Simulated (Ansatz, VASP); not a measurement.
# Ga: VASP beside Ansatz

```
CELL_PARAMETERS angstrom
-1.35243 1.35243 1.35243
1.35243 -1.35243 1.35243
1.35243 1.35243 -1.35243
ATOMIC_POSITIONS crystal
Ga 0.00000 0.00000 0.00000
```

Change from the starting cell: volume scaled by 0.55, LAPW.

Alike in both runs: task single point; functional PBEsol; k mesh 16 × 16 × 16; occupations fermi-dirac, width 0.05 eV; no spin polarisation.

```csv
,VASP,Ansatz
version,VASP 6.6.1,Ansatz 0.2.0
potentials or method,"VASP PAW PBE potentials, release 64 (Ga_d), cutoff 520 eV","all-electron LAPW, scalar-relativistic"
```

Ansatz gave:

* pressure (GPa): 147.3

**Question.** What did VASP give for the same quantities?

**Answer.** Pressure (GPa): 148.1.

Ansatz ran all-electron here, so the differences hold the error of VASP's frozen core and of both bases.

Caveats: the cell as given lies far from equilibrium; so large a pressure means that the cell lies far from this level's equilibrium, or that cutoff or potentials fall short (VASP); the potentials were made for another functional, which shifts forces and pressure (VASP).
